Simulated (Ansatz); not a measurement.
The calculation used Ansatz 0.2.0, DFT PBE, scalar-relativistic, plane waves, PAW. Settings: cutoff 420 eV, Γ-centred meshes spaced at most about 0.3 Å⁻¹, and about 0.25 Å⁻¹ or finer for metals (2π included), Gaussian smearing. No spin polarisation.

All energies are static (0 K, no zero-point motion).

Two forms of MgSi2N2 were relaxed alike.

A.

```
Mg Si N
1.0
     3.38932    0.00000    0.00000
    -1.69466    2.93524    0.00000
     0.00000    0.00000    6.97639
Mg Si N
1 2 2
Direct
  0.00000 0.00000 0.00000
  0.33333 0.66667 0.39586
  0.66667 0.33333 0.60414
  0.33333 0.66667 0.16308
  0.66667 0.33333 0.83692
```

B.

```
Mg Si N
1.0
    -1.73966    1.73966    6.07061
     1.73966   -1.73966    6.07061
     1.73966    1.73966   -6.07061
Mg Si N
1 2 2
Direct
  0.00000 0.00000 0.00000
  0.30813 0.30813 0.00000
  0.69187 0.69187 0.00000
  0.75000 0.25000 0.50000
  0.25000 0.75000 0.50000
```

Problem. Which is lower in energy, and by how much?

Solution. A is lower, by 194 meV/atom. A has space group P-3m1 (No. 164), 13.9 Å³/atom and no gap on its mesh; B has space group I4/mmm (No. 139), 14.7 Å³/atom and no gap. The shortest distance is 1.62 Å (Si–N) in A and 1.88 Å (Si–N) in B. A holds Si–Si nets (shortest 2.44 Å); in B the shortest Si–Si distance is 2.84 Å, near bonding range too. The denser one is the lower, and pressure would at first widen the difference. In A, around Mg lie 6 N at 2.26 Å; Si has 1 N at 1.62 Å and 3 Si at 2.44 Å; around N lie 1 Si at 1.62 Å and 3 Mg at 2.26 Å. In B, around Mg lie 8 Si at 3.39 Å, 4 Mg at 3.48 Å, 8 N at 3.50 Å and 2 Si at 3.74 Å; around Si lie 4 N at 1.88 Å, 4 Si at 2.84 Å, 4 Mg at 3.39 Å, 4 Si at 3.48 Å and 1 Mg at 3.74 Å; N has 4 Si at 1.88 Å, 4 N at 2.46 Å, 4 N at 3.48 Å and 4 Mg at 3.50 Å. Both come from invented guesses. Shaken at random and relaxed again, A came back. The lowest form computed isn't among them: it has space group Cmmm (No. 65), 14.8 Å³/atom and lies 0.31 eV/atom below the best shown.

Cells without such a test can be saddle points. Some structure types and database cells were kept out of the candidates from the start, so a known form may be missing.
